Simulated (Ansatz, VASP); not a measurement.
# One calculation of KBr, two programs

```
K Br
1.0
     0.00000    3.26483    3.26483
     3.26483    0.00000    3.26483
     3.26483    3.26483    0.00000
K Br
1 1
Cartesian
  0.0000 0.0000 0.0000
  3.2648 3.2648 3.2648
```

Change from the starting cell: volume scaled by 0.975.

Alike in both runs: task single point; functional PBE; k mesh 7 × 7 × 7; occupations fermi-dirac, width 0.01 eV; no spin polarisation.

|  | VASP | Ansatz |
| --- | --- | --- |
| version | VASP 6.6.1 | Ansatz 0.2.0 |
| potentials or method | VASP PAW PBE potentials, release 64 (K_sv, Br), cutoff 520 eV | all-electron LAPW, scalar-relativistic |

|  | VASP | Ansatz | Ansatz less VASP |
| --- | --- | --- | --- |
| gap on the k mesh at the Fermi level (eV) | 4.52 | 4.52 | +0.002 |
| pressure (GPa) | 1.3 | 1.3 | -0.05 |

Ansatz ran all-electron here, so the differences hold the error of VASP's frozen core and of both bases.
